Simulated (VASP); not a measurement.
Output of a VASP run:

### OSZICAR
```
       N       E                     dE             d eps       ncg     rms          rms(c)
DAV:   1    -0.180395984053E+06   -0.18040E+06   -0.80357E+07   588   0.187E+08
DAV:   2    -0.107106768728E+08   -0.10530E+08   -0.10529E+08   804   0.126E+06
DAV:   3    -0.108353023663E+08   -0.12463E+06   -0.12485E+06   934   0.149E+06
DAV:   4    -0.108457857450E+08   -0.10483E+05   -0.15374E+05   980   0.188E+05
DAV:   5    -0.108774981238E+08   -0.31712E+05   -0.43044E+05  1048   0.360E+04    0.981E+01
DAV:   6    -0.101074216606E+02    0.10877E+08   -0.16800E+04   610   0.954E+02    0.481E+01
DAV:   7    -0.370214279970E+02   -0.26914E+02   -0.32903E+02   798   0.139E+02    0.371E+01
DAV:   8    -0.377798106578E+02   -0.75838E+00   -0.17296E+01   742   0.348E+01    0.368E+01
DAV:   9    -0.390112199126E+02   -0.12314E+01   -0.30668E+00   892   0.184E+01    0.391E+01
DAV:  10    -0.273416255460E+02    0.11670E+02   -0.45407E+01   648   0.511E+01    0.294E+01
DAV:  11    -0.264361898688E+02    0.90544E+00   -0.11690E+00   666   0.124E+01    0.275E+01
DAV:  12    -0.243365057335E+02    0.20997E+01   -0.89736E-01   748   0.862E+00    0.243E+01
DAV:  13    -0.177011042508E+02    0.66354E+01   -0.71307E+00   884   0.210E+01    0.884E+00
DAV:  14    -0.179568865919E+02   -0.25578E+00   -0.24381E-01   618   0.648E+00    0.873E+00
DAV:  15    -0.174704005442E+02    0.48649E+00   -0.19579E-01   584   0.522E+00    0.636E+00
DAV:  16    -0.179899291001E+02   -0.51953E+00   -0.65526E-01   580   0.114E+01    0.232E+00
DAV:  17    -0.179052223070E+02    0.84707E-01   -0.14747E-01   752   0.374E+00    0.163E+00
DAV:  18    -0.179673732738E+02   -0.62151E-01   -0.29958E-02   676   0.151E+00    0.198E+00
DAV:  19    -0.180940550424E+02   -0.12668E+00   -0.27850E-01   580   0.641E+00    0.888E-01
DAV:  20    -0.181303294054E+02   -0.36274E-01   -0.44185E-02   728   0.286E+00    0.667E-01
DAV:  21    -0.181192185517E+02    0.11111E-01   -0.50908E-03   618   0.806E-01    0.564E-01
DAV:  22    -0.181114827114E+02    0.77358E-02   -0.54848E-03   654   0.700E-01    0.472E-01
DAV:  23    -0.181234876544E+02   -0.12005E-01   -0.48304E-03   606   0.930E-01    0.474E-01
DAV:  24    -0.181399534829E+02   -0.16466E-01   -0.33314E-02   708   0.281E+00    0.357E-01
DAV:  25    -0.181353757557E+02    0.45777E-02   -0.41311E-03   586   0.766E-01    0.265E-01
DAV:  26    -0.181366959327E+02   -0.13202E-02   -0.10416E-03   674   0.512E-01    0.186E-01
DAV:  27    -0.181381869621E+02   -0.14910E-02   -0.77907E-04   820   0.439E-01    0.177E-01
DAV:  28    -0.181381296838E+02    0.57278E-04   -0.44799E-05   642   0.106E-01    0.159E-01
DAV:  29    -0.181387600303E+02   -0.63035E-03   -0.48862E-04   676   0.382E-01    0.127E-01
DAV:  30    -0.181392318547E+02   -0.47182E-03   -0.41460E-04   752   0.348E-01    0.100E-01
DAV:  31    -0.181399274222E+02   -0.69557E-03   -0.30564E-03   660   0.948E-01    0.471E-02
DAV:  32    -0.181397887084E+02    0.13871E-03   -0.10900E-03   784   0.559E-01    0.151E-02
DAV:  33    -0.181398247585E+02   -0.36050E-04   -0.14059E-04   596   0.145E-01    0.947E-03
DAV:  34    -0.181398665388E+02   -0.41780E-04   -0.20702E-04   662   0.215E-01    0.664E-03
DAV:  35    -0.181398673477E+02   -0.80897E-06   -0.44141E-05   846   0.104E-01    0.432E-03
DAV:  36    -0.181398702651E+02   -0.29173E-05   -0.12524E-05   596   0.386E-02    0.219E-03
DAV:  37    -0.181398704136E+02   -0.14857E-06   -0.36512E-06   770   0.282E-02
   1 F= -.18139870E+02 E0= -.18139870E+02  d E =-.181399E+02
```

File OUTCAR:
```
------------------------ aborting loop because EDIFF is reached ----------------------------------------
  FORCE on cell =-STRESS in cart. coord.  units (eV):
  Direction    XX          YY          ZZ          XY          YZ          ZX
  --------------------------------------------------------------------------------------
  Total       -0.0143158     -0.0143158     -0.0143158     -0.0000000      0.0000000      0.0000000
  in kB       -0.9426080     -0.9426080     -0.9426080     -0.0000000      0.0000000      0.0000000
  external PRESSURE =      -0.9426080 kB  Pullay stress =       0.0000000 kB
  volume of cell :       24.33
      direct lattice vectors                 reciprocal lattice vectors
     0.000000000  2.299966835  2.299966835    -0.217394439  0.217394439  0.217394439
     2.299966835  0.000000000  2.299966835     0.217394439 -0.217394439  0.217394439
     2.299966835  2.299966835  0.000000000     0.217394439  0.217394439 -0.217394439
 POSITION                                       TOTAL-FORCE (eV/Angst)
 -----------------------------------------------------------------------------------
      1.14998      1.14998      1.14998        -0.000000     -0.000000     -0.000000
      3.44995      3.44995      3.44995         0.000000      0.000000      0.000000
      0.00000      0.00000      0.00000        -0.000000     -0.000000      0.000000
 -----------------------------------------------------------------------------------
    total drift:                               -0.000000      0.000000      0.000000
  FREE ENERGIE OF THE ION-ELECTRON SYSTEM (eV)
  ---------------------------------------------------
  free  energy   TOTEN  =       -18.1398704136 eV

  energy  without entropy=      -18.1398704136  energy(sigma->0) =      -18.13987041

 reached required accuracy - stopping structural energy minimisation
```
(Selected blocks of OUTCAR.)

POSCAR:
```
Li2O
1
    0.0000000000     2.2999668349     2.2999668349
    2.2999668349     0.0000000000     2.2999668349
    2.2999668349     2.2999668349     0.0000000000
Li O
2 1
Direct
  0.2500000000   0.2500000000   0.2500000000
  0.7500000000   0.7500000000   0.7500000000
  1.0000000000   0.0000000000   0.0000000000
```

Question: Write an INCAR and KPOINTS that could have produced this output.

Answer: One answer among several that fit: the input of the run itself, TPSS meta-GGA, plane waves, VASP's PBE PAW potentials (set 64).

File KPOINTS:
```
Regular mesh
0
G
  8 8 8
```

**INCAR**
```
! general
SYSTEM  = Li2O
PREC    = Accurate
ENCUT   = 520
LREAL   = .FALSE.   ! projection in real space or not
LASPH   = .TRUE.

! electronic loop
EDIFF   = 1E-6   ! SCF stop (eV)
NELM    = 100
ALGO    = Normal
LMIXTAU = .TRUE.

! smearing
ISMEAR  = 0   ! Gaussian
SIGMA   = 0.05   ! width (eV)

! functional
METAGGA = TPSS

! ions
IBRION  = 2   ! conjugate gradients
NSW     = 60   ! most ionic steps
ISIF    = 3
EDIFFG  = -0.02

! output
LWAVE   = .FALSE.
LCHARG  = .FALSE.
```

POTCAR, in this order: Li_sv O (PBE.64 set). Program: vasp_std.

The compound is Li2O in the antifluorite structure. It was relaxed first.
